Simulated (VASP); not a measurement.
Input:

```
Li3N
1.0
    1.75555    -3.04069     0.00000
    1.75555     3.04069     0.00000
    0.00000     0.00000     3.75007
Li N
3 1
Direct
  0.33333   0.66667   0.00000
  0.66667   0.33333   0.00000
  0.00000   0.00000   0.50000
  0.00000   0.00000   0.00000
```

Level of theory: LDA (Ceperley-Alder, Perdew-Zunger), VASP's LDA PAW potentials (set 64) (plane waves; VASP 6.6.1). Settings: 520 eV cut-off, 7×7×6 Γ-centred mesh, Gaussian smearing of 0.050 eV, potentials Li_sv N.

Question: Give the stress tensor in GPa (positive for a compressed cell).

Answer: 
```
1.77  0.00  0.00
0.00  1.77  0.00
0.00  0.00  1.78
```
The pressure is its mean diagonal, 1.78 GPa.

The compound is Li3N in the alpha structure. This cell is one point of a volume scan, at 0.97 of the reference volume.
